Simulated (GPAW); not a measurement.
**CdS (Greenockite): G0W0 with GPAW, start to end**

How does a plane-wave GW calculation on CdS (Greenockite) run from the first input to the gap?

Calculated with GPAW 26.7.0; PBE and many-body steps on it, plane waves.

The database entry behind the starting cell differs from later determinations by our own check (about 0.35 % long), so it need not match the best structure at ambient conditions.

## 1. Starting point

Symmetry: P6_3mc, No. 186, hexagonal system. The conventional cell has a = 4.150 Å, b = 4.150 Å, c = 6.737 Å, α = 90.00°, β = 90.00°, γ = 120.00°. Nearest to Cd lie 4 S at 2.53 to 2.54 Å. Nearest to S lie 4 Cd at 2.53 to 2.54 Å. Farther neighbours and most contacts between anions are not listed.

The cell and positions come from the Crystallography Open Database and are kept as given unless a step says otherwise.

## 2. Ground state

This step: GPAW 26.7.0; DFT, PBE, plane waves, PAW.

The ground-state density comes first.

File run.py:

```python
import json
import numpy as np
from gpaw.mpi import world
from ase import Atoms
from gpaw import GPAW, PW, FermiDirac

atoms = Atoms(['Cd', 'Cd', 'S', 'S'],
    cell=[[4.1500000000, 0.0000000000, 0.0000000000],
      [-2.0750000000, 3.5940054257, 0.0000000000],
      [0.0000000000, 0.0000000000, 6.7370000000]],
    scaled_positions=[[0.3333333333, 0.6666666667, 0.0000000000],
      [0.6666666667, 0.3333333333, 0.5000000000],
      [0.3333333333, 0.6666666667, 0.3750000000],
      [0.6666666667, 0.3333333333, 0.8750000000]],
    pbc=(True, True, True))
calc = GPAW(mode=PW(450),
    xc='PBE',
    kpts={'size': (6, 6, 4), 'gamma': True},
    occupations=FermiDirac(0.001),
    nbands=-8,
    convergence={'density': 1e-6, 'bands': -3},
    maxiter=100,
    txt='gs.txt')
atoms.calc = calc
res = {'energy': atoms.get_potential_energy()}
kpts = calc.get_ibz_k_points()
res['kpts'] = kpts
res['eigenvalues'] = [calc.get_eigenvalues(kpt=k) for k in range(len(kpts))]
res['n_electrons'] = calc.get_number_of_electrons()
calc.write('gs.gpw')

if world.rank == 0:
    with open('result.json', 'w') as f:
        json.dump(res, f, default=lambda x: x.tolist())
```

Command:

```bash
$ mpirun -n 4 gpaw python run.py
```

Numbers of over 12 decimals in the logs are rounded to 6 here.

What it wrote:

```text
__  _  _
 | _ |_)|_||  |
 |__||  | ||/\| - 26.7.0

Input parameters:
  mode=PW(ecut=450.000000),
  convergence={'density': 1e-06, 'bands': -3},
  kpts=MonkhorstPack(size=(6, 6, 4), gamma=True),
  maxiter=100,
  nbands=-8,
  occupations=Occupations(name='fermi-dirac', width=0.001, fixmagmom=False),
  xc=XC(name='PBE')
  [... matrices ...]
Diagonalizing LCAO Hamiltonian
Converting LCAO to pw mode

            S

            Cd
        S

        Cd

Atoms  # Å, Bohr magnetons
|   | symbol |         x |        y |        z |    initial magnetic moments |
| 0 |     Cd | -0.000000 | 2.396004 | 0.000000 | ( 0.0000,  0.0000,  0.0000) |
| 1 |     Cd |  2.075000 | 1.198002 | 3.368500 | ( 0.0000,  0.0000,  0.0000) |
| 2 |      S | -0.000000 | 2.396004 | 2.526375 | ( 0.0000,  0.0000,  0.0000) |
| 3 |      S |  2.075000 | 1.198002 | 5.894875 | ( 0.0000,  0.0000,  0.0000) |

Unit cell  # Å
| periodic |         x |        y |        z |  lengths |     angles |
|      yes |  4.150000 | 0.000000 | 0.000000 | 4.150000 |  90.000000 |
|      yes | -2.075000 | 3.594005 | 0.000000 | 4.150000 |  90.000000 |
|      yes |  0.000000 | 0.000000 | 6.737000 | 6.737000 | 120.000000 |

Number of symmetries: 6
Symmetry operations  # r_c * U_cc + t_c -> r_c
|   | kind |            matrix            |
| 0 |  σ   |  1, 1, 0,  0,-1, 0,  0, 0, 1 |
| 1 |  E   |  1, 0, 0,  0, 1, 0,  0, 0, 1 |
| 2 |  C3  |  0, 1, 0, -1,-1, 0,  0, 0, 1 |
| 3 |  σ   |  0,-1, 0, -1, 0, 0,  0, 0, 1 |
| 4 |  σ   | -1, 0, 0,  1, 1, 0,  0, 0, 1 |
| 5 |  C3  | -1,-1, 0,  1, 0, 0,  0, 0, 1 |

BZ-sampling:
  Number of BZ points: 144
  Number of IBZ points: 24

  Monkhorst-Pack size: [6, 6, 4]
  Monkhorst-Pack shift: [0.083333, 0.083333, 0.125]

K-points  # in reciprocal-cell coordinates
|     |                                coordinates |     weight |
|   0 | (  0.00000000,   0.00000000,   0.00000000) | 0.00694444 |
|   1 | (  0.00000000,   0.00000000,   0.25000000) | 0.01388889 |
|   2 | (  0.00000000,   0.00000000,   0.50000000) | 0.00694444 |
|   3 | (  0.16666667,   0.00000000,  -0.25000000) | 0.04166667 |
|   4 | (  0.16666667,   0.00000000,   0.00000000) | 0.04166667 |
|   5 | (  0.16666667,   0.00000000,   0.25000000) | 0.04166667 |
|   6 | (  0.16666667,   0.00000000,   0.50000000) | 0.04166667 |
|   7 | (  0.33333333,  -0.16666667,   0.00000000) | 0.04166667 |
|   8 | (  0.33333333,  -0.16666667,   0.25000000) | 0.08333333 |
|   9 | (  0.33333333,  -0.16666667,   0.50000000) | 0.04166667 |
| ... |                                            |            |
|  23 | (  0.50000000,   0.50000000,   0.50000000) | 0.02083333 |

Plane wave coefficients: 2202
Cutoff: 450.000000 eV

Spin-components: 1 (collinear spins)
Bands:           26
Projectors:      22
Spin-degeneracy: 2
Datatype:        complex128

  Storage: CPU
  Wave functions: 21_854_976 bytes (5_463_744 per core)
  Projectors: 20_173_824 bytes (5_043_456 per core)
  [... matrices ...]
Parallelization:
  kpt:    4
  domain: 1
  band:   1

Density:
  Valence electrons: 36.0
  Components: 1
  Grid points: [21 21 35]
  Charge: 0.0  # |e|

Potential:
  Grid points: [21 21 35]

species:
  Cd:
    name:    Cadmium
    Z:       48.0
    valence: 12
    core:    36
    charge:  0.0  # [|e|]
    compensation charges:
      type: gauss
      rc: 0.38  # [Å]
      lmax: 2
    cutoffs:
      filter: 2.12  # [Å]
      core: 2.62  # [Å]
    projectors
    | kind |    occ | energy [eV] | rcut [Å] |
    |   5s |  2.000 |      -5.655 |    1.191 |
    |   5p |  0.000 |      -1.186 |    1.228 |
    |   4d | 10.000 |     -11.739 |    1.164 |
    |    s |        |      21.556 |    1.191 |
    |    p |        |      26.026 |    1.228 |
    |    d |        |      15.473 |    1.164 |

    Using partial waves for Cd as LCAO basis

  S:
    name:    Sulfur
    Z:       16.0
    valence: 6
    core:    10
    charge:  0.0  # [|e|]
    compensation charges:
      type: gauss
      rc: 0.24  # [Å]
      lmax: 2
    cutoffs:
      filter: 1.77  # [Å]
      core: 1.66  # [Å]
    projectors
    | kind |    occ | energy [eV] | rcut [Å] |
    |   3s |  2.000 |     -17.254 |    0.974 |
    |   3p |  4.000 |      -7.008 |    0.979 |
    |    s |        |       9.957 |    0.974 |
    |    p |        |      20.203 |    0.979 |
    |    d |        |       0.000 |    0.900 |

    Using partial waves for S as LCAO basis

Reference energy: -326061.476468  # eV

eigensolver:
  PPCG
  Converge bands: -3
  niter=2

density mixing:
  MSR1-Mixer
  Pratt-step length: 0.05
  Maximum mixing coefficient: 0.75
  Old densities: 10
  SVD Regularization: 0.005
  Good broyden scale: 1.0
  Trust region scale: 1.0
  Backstep threshold: 4.0
  History deletion threshold: 6.0
  Fourier metric: weight=20.0, sigma=0.015

occupation numbers:
  Fermi-Dirac:
    width: 0.0010  # eV

poisson solver:
  ecut: 3600.000000  # eV

xc functional:
  name: PBE with 2 nearest neighbor stencil

Initialization done in: 1.401 s

convergence criteria:
- Maximum integral of absolute [dens]ity change: 1e-06 electrons / valence electron
- Maximum [total energy] change in last 3 cyles: 0.0005 eV / valence electron
- Maximum integral of absolute [eigenst]ate change: 4e-08 eV^2 / valence electron
maximum number of iterations: 100

SCF iterations
|iter     |     time |      energy | eigst |  dens |
|iter:   1|  |  -13.620537 | +0.70 |       |
|iter:   2|  |  -13.396827 | -0.84 | -1.12 |
|iter:   3|  |  -12.606806 | -1.04 | -1.16 |
|iter:   4|  |  -12.599743 | -2.92 | -1.70 |
|iter:   5|  |  -12.598593c| -3.38 | -2.14 |
|iter:   6|  |  -12.598720c| -4.69 | -2.76 |
|iter:   7|  |  -12.598734c| -5.94 | -3.46 |
|iter:   8|  |  -12.598734c| -6.86 | -4.31 |
|iter:   9|  |  -12.598734c| -7.45c| -4.93 |
|iter:  10|  |  -12.598734c| -7.67c| -5.21 |
|iter:  11|  |  -12.598734c| -8.54c| -5.91 |
|iter:  12|  |  -12.598734c| -9.02c| -6.35c|

Converged in 12 steps
SCF loop duration: 5.347 s (0.446 s/step)
Energy contributions relative to reference atoms: (reference = -326061.476468)
  [... matrices ...]
Energy contributions:
  Kinetic:          37.208545
  Coulomb:         -33.662911
  Zero:              0.280870
  External:          0.000000
  Xc:              -16.425238
  Entropy:          -0.000000
  Spinorbit:         0.000000
  ----------------------------
  Free energy:     -12.598734
  Extrapolated:    -12.598734

dipole moment: (-0.000006, -0.000018, -18.973556)  # |e|*Ang

Fermi level: 3.620
Eigenvalues  # (at kpt = [0.000, 0.000, 0.000])
| band index |      eig [eV] | occ [0-2] |
|          0 |        -8.847 |     2.000 |
|        ... |               |           |
|         10 |        -3.653 |     2.000 |
|         11 |        -3.319 |     2.000 |
|         12 |        -0.882 |     2.000 |
|         13 |         2.700 |     2.000 |
|         14 |         2.700 |     2.000 |
|         15 |         3.421 |     2.000 |
|         16 |         3.465 |     2.000 |
|         17 |         3.465 |     2.000 |
|         18 |         4.642 |     0.000 |
|         19 |         6.238 |     0.000 |
|         20 |         9.890 |     0.000 |
|         21 |         9.890 |     0.000 |
|         22 |        10.217 |     0.000 |
|         23 |        10.995 |     0.000 |
|         24 |        10.995 |     0.000 |
|         25 |        11.130 |     0.000 |

Gap: 1.178 eV
Transition (v -> c):
  (s=0, k=0, n=17, [0.00, 0.00, 0.00]) -> (s=0, k=0, n=18, [0.00, 0.00, 0.00])
No difference between direct/indirect transitions
# Writing to gs.gpw (mode='')
  [... matrices ...]
```

The job ended after 8.8 s (4 MPI ranks of AMD EPYC 7R13 (Zen 3), shared host; peak memory 0.73 GiB).

This step gave:

```
total energy               : -12.60 eV
gap                        : 1.178 eV
k of the valence top       : 0, 0, 0
k of the conduction bottom : 0, 0, 0
least direct gap           : 1.178 eV
```

The gap is direct, at Γ.

## 3. Empty states on the mesh, 3×3×4 mesh, 238 bands

The sums over transitions need many empty states on a uniform mesh; this step solves for them.

File run.py:

```python
import json
import numpy as np
from gpaw.mpi import world
from gpaw import GPAW

calc = GPAW('gs.gpw').fixed_density(kpts={'size': (3, 3, 4), 'gamma': True},
    parallel={'domain': 1, 'band': 1},
    txt='nscf.txt')
calc.diagonalize_full_hamiltonian(nbands=238)
calc.write('full.gpw', mode='all')
res = {}
kpts = calc.get_ibz_k_points()
res['kpts'] = kpts
res['eigenvalues'] = [calc.get_eigenvalues(kpt=k) for k in range(len(kpts))]
res['n_electrons'] = calc.get_number_of_electrons()

if world.rank == 0:
    with open('result.json', 'w') as f:
        json.dump(res, f, default=lambda x: x.tolist())
```

Command:

```bash
$ mpirun -n 4 gpaw python run.py
```

What it wrote:

```text
Diagonalizing LCAO Hamiltonian
Converting LCAO to pw mode
convergence criteria:
- Maximum integral of absolute [eigenst]ate change: 4e-08 eV^2 / valence electron
maximum number of iterations: 100

SCF iterations
|iter     |     time |      energy | eigst |  dens |
|iter:   1|  |             | +0.68 |       |
|iter:   2|  |             | -0.97 |       |
|iter:   3|  |             | -2.11 |       |
[...]
|iter:   9|  |             | -6.88 |       |
|iter:  10|  |             | -7.40 |       |
|iter:  11|  |             | -7.90c|       |
SCF steps: 11
  __  _  _
 | _ |_)|_||  |
 |__||  | ||/\| - 26.7.0

Input parameters:
  mode=PW(ecut=450.000000),
  convergence={'density': 1e-06, 'bands': -3},
  gpts=array([21, 21, 35]),
  kpts=MonkhorstPack(size=(3, 3, 4), gamma=True),
  maxiter=100,
  nbands=26,
  occupations=Occupations(name='fermi-dirac', width=0.001, fixmagmom=False),
  parallel={'domain': 1, 'band': 1},
  xc=XC(name='PBE')
Matrix size: 2189x2189
# Writing to full.gpw (mode='all')
  [... matrices ...]

timing:  # [seconds]
  Total: 21.965  # ━━━━━━━━━━━━━━━━━━━━━━━━━━━━━━━━━━━━━━━━━━━━━━━━━━━━━━━━━━
```

The job ended after 27 s (4 MPI ranks; peak memory 2.3 GiB).

Numbers from this step:

```
gap                                                           : 1.178 eV
k of the valence top                                          : 0, 0, 0
k of the conduction bottom                                    : 0, 0, 0
least direct gap                                              : 1.178 eV
k points computed                                             : 10
lowest point of the top converged band, above the valence top : 87.8098 eV
```

On this mesh the gap is 1.178 eV.

## 4. Screening and self-energy, 3×3×4 mesh, 228 bands, screening to 100 eV

Now the one-shot GW correction: screening in the RPA, then the self-energy of the levels asked for.

This step: G0W0 on PBE, plane waves, PAW.

File run.py:

```python
import json
import numpy as np
from gpaw.mpi import world
from gpaw.response.g0w0 import G0W0

gw = G0W0('full.gpw',
    filename='gw',
    kpts=[0],
    bands=(16, 20),
    ecut=100,
    nbands=228,
    integrate_gamma='WS',
    ppa=True)
gw.calculate()
res = {mode: {k: v for k, v in r.items() if k != 'sigma_eskwn'}
       for mode, r in gw.all_results.items()}

if world.rank == 0:
    with open('result.json', 'w') as f:
        json.dump(res, f, default=lambda x: x.tolist())
```

Command:

```bash
$ mpirun -n 4 gpaw python run.py
```

What it wrote:

```text
Using integrator: PointIntegrator
FrequencyGridDescriptor(from 0.000+0.000j to 0.000+27.211j eV, 2 points)
Nonperiodic BCs:  [False False False]
Using integrator: PointIntegrator
FrequencyGridDescriptor(from 0.000+0.000j to 0.000+27.211j eV, 2 points)
Nonperiodic BCs:  [False False False]
  ___  _ _ _
 |   || | | |
 | | || | | |
 |__ ||_____|
 |___|

BZ k-points: Symmetries present (total): 6

  [... matrices ...]
36 k-points: 3 x 3 x 4 Monkhorst-Pack grid + [0.000000,0.000000,1/8]
10 k-points in the irreducible part of the Brillouin zone
       k-points in crystal coordinates                weights
   0:     0.00000000    0.00000000    0.00000000          1/36
   1:     0.00000000    0.00000000    0.25000000          2/36
   2:     0.00000000    0.00000000    0.50000000          1/36
   3:     0.33333333    0.00000000   -0.25000000          6/36
   4:     0.33333333    0.00000000    0.00000000          6/36
   5:     0.33333333    0.00000000    0.25000000          6/36
   6:     0.33333333    0.00000000    0.50000000          6/36
   7:     0.33333333    0.33333333    0.00000000          2/36
   8:     0.33333333    0.33333333    0.25000000          4/36
   9:     0.33333333    0.33333333    0.50000000          2/36

Distributing spins, k-points and bands (1 x 1 x 4) over 4 processes
Number of blocks: 1

Quasi particle states:
k-points (IBZ indices): [0]
Band range: (16, 20)
  [... matrices ...]
Computational parameters:
Plane wave cut-off: 100 eV
Number of bands: 228
Coulomb cutoff: None
Broadening: 0.1 eV

fxc modes: GW
Kernel: RPA
Using Godby-Needs plasmon-pole approximation:
  Fitting energy: i*E0, E0 = 1.000 Hartree
Summing all q:

Calculating screened Coulomb potential
No Coulomb truncation
FrequencyGridDescriptor(from 0.000+0.000j to 0.000+27.211j eV, 2 points)
Removing empty qpoint cache files...

Calculating chi0 body with:
    Ground state adapter containing:
    Number of spins: 1
    Number of kpoints: 36
    Number of irreducible kpoints: 10
    Number of completely occupied states: 18
    Number of partially occupied states: 18
    Occupied states memory: 4.239349 M / cpu

    Linear response parametrization:
    q_c: [0.0, 0.0, 0.0]
    Number of frequency points: 2
    Planewave cutoff: 100.0
    Number of bands: 228
    Number of planewaves: 245
    Broadening (eta): 1e-06
    comm.size: 4
    kncomm.size: 4
    blockcomm.size: 1

    Memory estimate of potentially large arrays:
        chi0_wGG: 1.831818 M / cpu
Integrating chi0 body.

Symmetries of q_c:
    Direct symmetries (Uq -> q): 6
    Indirect symmetries (TUq -> q): 6
In total 12 allowed symmetries.

  [... matrices ...]
10 groups of equivalent kpoints. 72.222222% reduction.

Integral kind: response function
Integrating chi0 head and wings.

Symmetries of q_c:
    Direct symmetries (Uq -> q): 6
    Indirect symmetries (TUq -> q): 6
In total 12 allowed symmetries.

  [... matrices ...]
10 groups of equivalent kpoints. 72.222222% reduction.

Integral kind: response function wings

Calculating chi0 body with:
    Ground state adapter containing:
    Number of spins: 1
    Number of kpoints: 36
    Number of irreducible kpoints: 10
    Number of completely occupied states: 18
    Number of partially occupied states: 18
    Occupied states memory: 4.239349 M / cpu

[... the further q-points ...]

Results:
f:      Occupation numbers
eps:     KS-eigenvalues [eV]
vxc:     KS vxc [eV]
exx:     Exact exchange [eV]
sigma:   Self-energies [eV]
dsigma:  Self-energy derivatives
Z:       Renormalization factors
qp:      QP-energies [eV]

k-point 0 (0): (0.000, 0.000, 0.000)                GW
band       f     eps     vxc     exx   sigma  dsigma       Z      qp
                                                                   GW
  16   1.000   3.465 -18.082 -21.074   2.229  -0.274   0.785   2.866
  17   1.000   3.465 -18.082 -21.074   2.229  -0.274   0.785   2.866
  18   0.000   4.642 -12.428  -8.561  -3.514  -0.229   0.814   4.929
  19   0.000   6.238 -12.420  -7.969  -3.912  -0.232   0.812   6.676
```

The job ended after 80 s (4 MPI ranks; peak memory 1.4 GiB).

This step gave:

| Quantity | Value |
| --- | --- |
| G0W0 gap on the points computed | 2.063 eV |
| least direct G0W0 gap on the computed points | 2.063 eV |
| Z at the valence top | 0.7847 |
| Z at the conduction bottom | 0.8137 |
| starting gap on the mesh | 1.178 eV |
| k of the valence top | 0, 0, 0 |
| k of the conduction bottom | 0, 0, 0 |

The gap on the mesh goes from 1.18 eV to 2.06 eV, a correction of +0.89 eV.

Limits: finite bands, cutoff and mesh; no spin-orbit coupling; coarse k mesh. v1 is the top filled band, c1 the lowest empty one. The levels before and after the correction (eV, zero at the valence-band top of each column):

|  | conduction bottom | valence top |
| --- | --- | --- |
| Kohn-Sham | 1.18 | 0.00 |
| G0W0 | 2.06 | 0.00 |

|  | level | energy (eV) |
| --- | --- | --- |
| Kohn-Sham | Γ v2-v1 | 0.000 |
| Kohn-Sham | Γ c1 | 1.178 |
| Kohn-Sham | Γ c2 | 2.773 |
| G0W0 | Γ v2-v1 | 0.000 |
| G0W0 | Γ c1 | 2.063 |
| G0W0 | Γ c2 | 3.810 |

## 5. Where the time went

Times are wall times on 4 MPI ranks of AMD EPYC 7R13 (Zen 3), shared host, good to a factor of about two.

| step | time | share | memory (GiB) |
| --- | --- | --- | --- |
| ground state | 8.8 s | 8 % | 0.73 |
| empty states on the mesh | 27 s | 24 % | 2.3 |
| screening and self-energy | 80 s | 69 % | 1.4 |

## 6. Results

| Property | Result |
| --- | --- |
| PBE gap | 1.18 eV, direct |
| G0W0 gap on the mesh | 2.06 eV |
| GW settings | 3×3×4 mesh, 228 bands, screening to 100 eV, Godby-Needs plasmon pole |
| known limits | not at the basis limit; no spin-orbit coupling; coarse k mesh |

In words: G0W0 moves the gap on the mesh from 1.18 eV to 2.06 eV (+0.89 eV), with Z of 0.78 and 0.81 at the edges. Only 1 of the mesh's irreducible points was corrected, so a valley elsewhere could overtake. The dearest step here is «screening and self-energy». Bands and cutoff are finite, so the gap is not at the basis limit. The miss can reach some tenths of an eV and take either sign; the mesh is an error of its own. These stock PAW sets were not made for GW. In the G0W0 run levels were corrected at 1 k point alone, so a gap called «on the mesh» is the least over those, and an edge elsewhere would be missed. The 3×3×4 mesh is coarse for this cell, which bears on the long-range parts of exchange and screening. The many-body steps are scalar-relativistic: spin-orbit coupling is not in them.

[Paths, hosts, dates, memory and timing lines, banners, echoed tables and standing remarks are left out of the program output.]

[Logs are printed without paths, hosts, clocks, repeated set-up lines and the standing remarks that a program may print on its own settings, such as how far it seeks lower states.]

[Runs of the session that timed out or met a known fault of the program may be left out.]

[Hosts, paths, dates, database ids (printed as entryN), source tags and the programs' standing remarks are cut or masked in the printed files.]
